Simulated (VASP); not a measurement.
# CdSiP₂: A learned difference between two levels of theory, by structures for the difference

CdSiP₂, I-42d (no. 122), 16 atoms in the cell. PBE, delta-learned machine-learned force field; PAW potentials Cd, P, Si (PBE set).

| Structures for the difference | Force error with the learned difference (meV/Å) | Force error of the base level alone (meV/Å) | Time for a frame with the difference (s) | Time for a frame at the target level (s) | Time (s) |
|---|---|---|---|---|---|
| 8 | 10.4 | 37.2 | 1.9 | 18.2 | 345 |
| 30 | 6.0 | 37.2 | 2.0 | 18.4 | 733 |

## Input of the first row

INCAR.step1:
```
PREC = Normal
ENCUT = 360
EDIFF = 1E-6
ISMEAR = 0
SIGMA = 0.05
ALGO = Normal
LREAL = Auto
LASPH = True
NELM = 80
NELMIN = 4
LWAVE = False
LCHARG = False
GGA = PE
KPAR = 2
NCORE = 4
IBRION = 11
ISIF = 2
NSW = 8
ISYM = 0
```

INCAR.step2, as INCAR.step1 but for:
```
- PREC = Normal
- ENCUT = 360
- LREAL = Auto
+ PREC = Accurate
+ ENCUT = 450
+ LREAL = False
```

INCAR.step3:
```
ML_LMLFF = True
ML_MODE = select
ML_ICRITERIA = 0
ML_CTIFOR = 0.002
LWAVE = False
LCHARG = False
```

INCAR.step4:
```
ML_LMLFF = True
ML_MODE = refit
LWAVE = False
LCHARG = False
```

INCAR.step7:
```
PREC = Normal
ENCUT = 360
EDIFF = 1E-6
ISMEAR = 0
SIGMA = 0.05
ALGO = Normal
LREAL = Auto
LASPH = True
NELM = 80
NELMIN = 4
LWAVE = False
LCHARG = False
GGA = PE
KPAR = 2
NCORE = 4
IBRION = 11
ISIF = 2
NSW = 8
ISYM = 0
ML_LMLFF = True
ML_MODE = delta
ML_OUTPUT_MODE = 1
```

KPOINTS.step1:
```
k-points
0
Monkhorst-Pack
  2 2 1
```

KPOINTS.step2:
```
k-points
0
Monkhorst-Pack
  4 4 2
```

KPOINTS.step3:
```
k-points
0
Gamma
  1 1 1
```

POSCAR.fr.step1:
```
  0.976782514383    0.994964541374    0.001601605868
  0.499126291660    0.493598412623    0.500229659959
  0.983967013182    0.473908126668    0.247548743285
  0.503708974309    0.015299907619    0.741765989553
  0.252445900337    0.720965202032    0.868654478458
  0.746752277776    0.191496238349    0.375425767280
  0.272611837042    0.263298782212    0.112623606136
  0.794079642273    0.741867125655    0.624264222155
  0.246930327168    0.774937711429    0.367300123984
  0.750791656061    0.308628390126    0.875322251077
  0.208167716014    0.249377572934    0.625805857305
  0.697504273410    0.758843286128    0.127934481516
  0.465564592135    0.997259500931    0.251252426116
  0.003334072308    0.506937622150    0.745790087015
  0.003023794276    0.984626886009    0.500166230849
  0.498697575567    0.522907517934    0.995252714518

  0.008939998902    0.973299255443    0.974232307360
  0.515455471372    0.481234455200    0.464088074208
  0.017642937748    0.475443177089    0.227586796478
  0.552201241569    0.044963883562    0.717821812401
  0.289621242122    0.728457717907    0.836640476422
  0.770137191192    0.192549526270    0.344086044862
  0.311495648495    0.235322106347    0.091853133917
  0.793121857622    0.735369379835    0.595788264464
  0.249726598867    0.780671133708    0.345489217838
  0.780939002698    0.322447149678    0.852804734948
  0.213660747951    0.239649352636    0.596567173447
  0.714535063337    0.726711981045    0.099988704700
  0.520763061250    0.986045632859    0.218645020350
  0.030733091909    0.517145847666    0.725563245322
  0.014405756493    0.993927509326    0.473868536966
  0.501428305959    0.499104068646    0.970045684539

  0.001147471021    0.017716957386    0.932420110331
  0.493407528258    0.500646868132    0.455757766513
  0.999500790399    0.491149023497    0.202751737762
  0.545794108875    0.048211311714    0.710428722693
  0.261450527999    0.732261483721    0.825895058959
  0.757339658701    0.213264593869    0.334609009247
  0.294066193807    0.242909466801    0.073914718590
  0.795107707630    0.751066119869    0.588617121069
  0.253346834534    0.789275988146    0.327839345246
  0.762331810155    0.327423337358    0.835894535771
  0.206132369518    0.236642041885    0.587298512575
  0.737142445929    0.764000745822    0.073268892370
  0.523146076604    0.997858117716    0.208364180477
  0.018202190877    0.506407234343    0.703924929405
  0.009152995902    0.999637103162    0.463743216420
  0.490189004974    0.523663391210    0.957220170538

  0.980906202064    0.909379239594    0.959963226405
  0.485622331285    0.377819463700    0.435310703029
  0.051562286222    0.412650630239    0.196326686735
  0.520808307074    0.868106317463    0.691781626360
  0.250701827991    0.600850535233    0.820280645574
  0.781704716262    0.134270628096    0.301072860678
  0.310541937257    0.133341390108    0.066139559189
  0.810570415822    0.637097614829    0.547313531002
  0.268975357647    0.728189208868    0.323373358081
  0.751163962847    0.192370627200    0.804331764367
  0.227261218596    0.141984066433    0.573250198191
  0.716700212174    0.623046124262    0.079762963204
  0.531505809045    0.894533231902    0.193176227292
  0.001581186000    0.387063906629    0.690417571315
  0.017124227569    0.920855278877    0.448724782144
  0.505959203378    0.396428139387    0.944774807148

  0.980678033883    0.808057005661    0.938830945349
  0.557837273647    0.323048762861    0.457171920137
  0.073906055904    0.342112232738    0.203393756451
  0.566163430959    0.862075560956    0.687542550354
  0.301970245986    0.578800567587    0.828477175068
  0.816251250321    0.051251294361    0.310941840873
  0.293300137398    0.081488616810    0.048063385480
  0.852344529439    0.602914071779    0.560669470133
  0.317299091740    0.632355010164    0.324459371593
  0.785463246860    0.162463949260    0.818427738920
  0.250578256542    0.102348989564    0.568984529021
  0.739015575292    0.558184625679    0.082326965836
  0.535119292051    0.857618902315    0.182781392570
  0.067866094150    0.377255393002    0.696986657353
  0.043727086251    0.825149055504    0.440144959282
  0.527277575124    0.338992716257    0.937151293744

  0.019953610642    0.753207170334    0.877869105481
  0.520814503893    0.272919349840    0.388208355359
  0.025124413760    0.269948857543    0.137629534182
  0.561185869609    0.749718158308    0.655585465610
  0.288877930107    0.446215689679    0.768788450720
  0.795352748592    0.960174939337    0.289271843997
  0.336746037767    0.965632596179    0.022100793227
  0.847980384661    0.492472557709    0.519925524183
  0.281731746249    0.549842450620    0.268562104952
  0.775758178376    0.045155849710    0.772473160922
  0.259845814316    0.031273587616    0.538554491735
  0.729613775173    0.494754544893    0.017493847601
  0.561235734978    0.732616702564    0.161929661468
  0.018207132814    0.252924217853    0.658001557042
  0.072320664128    0.756719596884    0.410614826062
  0.518548446274    0.229505428648    0.906041916878

  0.951126968319    0.775104402465    0.885497873193
  0.491612901746    0.228178546686    0.397252031504
  0.056377189198    0.190046324431    0.150037039734
  0.465545837138    0.690963921703    0.666563606563
  0.198482298803    0.446500854086    0.787442846212
  0.740315724391    0.949028670088    0.270066473820
  0.322323977887    0.959592763753    0.009531262060
  0.778974287278    0.525328308024    0.526069864270
  0.267080204034    0.537271664323    0.282697687020
  0.717835016269    0.077226814856    0.753077585844
  0.217908014522    0.003875019967    0.525613805243
  0.744259803317    0.477628604042    0.023534531891
  0.510924794936    0.719551302212    0.145404784140
  0.986800775206    0.264151667001    0.636677019769
  0.995320854948    0.780530599585    0.396470046070
  0.490392579192    0.255541993865    0.897961391770
```

POSCAR.fr.step2:
```
  0.976782514383    0.994964541374    0.001601605868
  0.499126291660    0.493598412623    0.500229659959
  0.983967013182    0.473908126668    0.247548743285
  0.503708974309    0.015299907619    0.741765989553
  0.252445900337    0.720965202032    0.868654478458
  0.746752277776    0.191496238349    0.375425767280
  0.272611837042    0.263298782212    0.112623606136
  0.794079642273    0.741867125655    0.624264222155
  0.246930327168    0.774937711429    0.367300123984
  0.750791656061    0.308628390126    0.875322251077
  0.208167716014    0.249377572934    0.625805857305
  0.697504273410    0.758843286128    0.127934481516
  0.465564592135    0.997259500931    0.251252426116
  0.003334072308    0.506937622150    0.745790087015
  0.003023794276    0.984626886009    0.500166230849
  0.498697575567    0.522907517934    0.995252714518

  0.008939998902    0.973299255443    0.974232307360
  0.515455471372    0.481234455200    0.464088074208
  0.017642937748    0.475443177089    0.227586796478
  0.552201241569    0.044963883562    0.717821812401
  0.289621242122    0.728457717907    0.836640476422
  0.770137191192    0.192549526270    0.344086044862
  0.311495648495    0.235322106347    0.091853133917
  0.793121857622    0.735369379835    0.595788264464
  0.249726598867    0.780671133708    0.345489217838
  0.780939002698    0.322447149678    0.852804734948
  0.213660747951    0.239649352636    0.596567173447
  0.714535063337    0.726711981045    0.099988704700
  0.520763061250    0.986045632859    0.218645020350
  0.030733091909    0.517145847666    0.725563245322
  0.014405756493    0.993927509326    0.473868536966
  0.501428305959    0.499104068646    0.970045684539

  0.001147471021    0.017716957386    0.932420110331
  0.493407528258    0.500646868132    0.455757766513
  0.999500790399    0.491149023497    0.202751737762
  0.545794108875    0.048211311714    0.710428722693
  0.261450527999    0.732261483721    0.825895058959
  0.757339658701    0.213264593869    0.334609009247
  0.294066193807    0.242909466801    0.073914718590
  0.795107707630    0.751066119869    0.588617121069
  0.253346834534    0.789275988146    0.327839345246
  0.762331810155    0.327423337358    0.835894535771
  0.206132369518    0.236642041885    0.587298512575
  0.737142445929    0.764000745822    0.073268892370
  0.523146076604    0.997858117716    0.208364180477
  0.018202190877    0.506407234343    0.703924929405
  0.009152995902    0.999637103162    0.463743216420
  0.490189004974    0.523663391210    0.957220170538

  0.980906202064    0.909379239594    0.959963226405
  0.485622331285    0.377819463700    0.435310703029
  0.051562286222    0.412650630239    0.196326686735
  0.520808307074    0.868106317463    0.691781626360
  0.250701827991    0.600850535233    0.820280645574
  0.781704716262    0.134270628096    0.301072860678
  0.310541937257    0.133341390108    0.066139559189
  0.810570415822    0.637097614829    0.547313531002
  0.268975357647    0.728189208868    0.323373358081
  0.751163962847    0.192370627200    0.804331764367
  0.227261218596    0.141984066433    0.573250198191
  0.716700212174    0.623046124262    0.079762963204
  0.531505809045    0.894533231902    0.193176227292
  0.001581186000    0.387063906629    0.690417571315
  0.017124227569    0.920855278877    0.448724782144
  0.505959203378    0.396428139387    0.944774807148

  0.980678033883    0.808057005661    0.938830945349
  0.557837273647    0.323048762861    0.457171920137
  0.073906055904    0.342112232738    0.203393756451
  0.566163430959    0.862075560956    0.687542550354
  0.301970245986    0.578800567587    0.828477175068
  0.816251250321    0.051251294361    0.310941840873
  0.293300137398    0.081488616810    0.048063385480
  0.852344529439    0.602914071779    0.560669470133
  0.317299091740    0.632355010164    0.324459371593
  0.785463246860    0.162463949260    0.818427738920
  0.250578256542    0.102348989564    0.568984529021
  0.739015575292    0.558184625679    0.082326965836
  0.535119292051    0.857618902315    0.182781392570
  0.067866094150    0.377255393002    0.696986657353
  0.043727086251    0.825149055504    0.440144959282
  0.527277575124    0.338992716257    0.937151293744

  0.019953610642    0.753207170334    0.877869105481
  0.520814503893    0.272919349840    0.388208355359
  0.025124413760    0.269948857543    0.137629534182
  0.561185869609    0.749718158308    0.655585465610
  0.288877930107    0.446215689679    0.768788450720
  0.795352748592    0.960174939337    0.289271843997
  0.336746037767    0.965632596179    0.022100793227
  0.847980384661    0.492472557709    0.519925524183
  0.281731746249    0.549842450620    0.268562104952
  0.775758178376    0.045155849710    0.772473160922
  0.259845814316    0.031273587616    0.538554491735
  0.729613775173    0.494754544893    0.017493847601
  0.561235734978    0.732616702564    0.161929661468
  0.018207132814    0.252924217853    0.658001557042
  0.072320664128    0.756719596884    0.410614826062
  0.518548446274    0.229505428648    0.906041916878

  0.951126968319    0.775104402465    0.885497873193
  0.491612901746    0.228178546686    0.397252031504
  0.056377189198    0.190046324431    0.150037039734
  0.465545837138    0.690963921703    0.666563606563
  0.198482298803    0.446500854086    0.787442846212
  0.740315724391    0.949028670088    0.270066473820
  0.322323977887    0.959592763753    0.009531262060
  0.778974287278    0.525328308024    0.526069864270
  0.267080204034    0.537271664323    0.282697687020
  0.717835016269    0.077226814856    0.753077585844
  0.217908014522    0.003875019967    0.525613805243
  0.744259803317    0.477628604042    0.023534531891
  0.510924794936    0.719551302212    0.145404784140
  0.986800775206    0.264151667001    0.636677019769
  0.995320854948    0.780530599585    0.396470046070
  0.490392579192    0.255541993865    0.897961391770
```

6 further input files aren't shown.

Commands (each step's output is kept before the next begins):
```
cat potpaw_PBE.64/Cd/POTCAR potpaw_PBE.64/P/POTCAR potpaw_PBE.64/Si/POTCAR > POTCAR
# POSCAR.fr: 7 further structures after the one in POSCAR, taken evenly from ML_AB
cp INCAR.step1 INCAR
cp KPOINTS.step1 KPOINTS
cp POSCAR.step1 POSCAR
mpirun -np 8 vasp_std < POSCAR.fr > vasp.out
# POSCAR.fr: 7 further structures after the one in POSCAR, taken evenly from ML_AB
cp INCAR.step2 INCAR
cp KPOINTS.step2 KPOINTS
mpirun -np 8 vasp_std < POSCAR.fr > vasp.out
# ML_AB written from the two interactive runs: energies, forces and stresses of the target level less those of the base level
cp INCAR.step3 INCAR
cp KPOINTS.step3 KPOINTS
cp POSCAR.step3 POSCAR
mpirun -np 8 vasp_gam > vasp.out
cp ML_ABN ML_AB
cp INCAR.step4 INCAR
mpirun -np 8 vasp_gam > vasp.out
# POSCAR.test: 7 further structures after the one in POSCAR, taken evenly from XDATCAR of a force-field run
cp INCAR.step1 INCAR
cp KPOINTS.step1 KPOINTS
cp POSCAR.step5 POSCAR
mpirun -np 8 vasp_std < POSCAR.test > vasp.out
# POSCAR.test: 7 further structures after the one in POSCAR, taken evenly from XDATCAR of a force-field run
cp INCAR.step2 INCAR
cp KPOINTS.step2 KPOINTS
mpirun -np 8 vasp_std < POSCAR.test > vasp.out
cp ML_FFN ML_FF
# POSCAR.test: 7 further structures after the one in POSCAR, taken evenly from XDATCAR of a force-field run
cp INCAR.step7 INCAR
cp KPOINTS.step1 KPOINTS
mpirun -np 8 vasp_std < POSCAR.test > vasp.out
```

Changes of the last row against the first:
```
- NSW = 8
+ NSW = 30
```

VASP 6.6.1 took 345 s on 8 cores (AMD EPYC 9R45 (Zen 5)), a shared host.
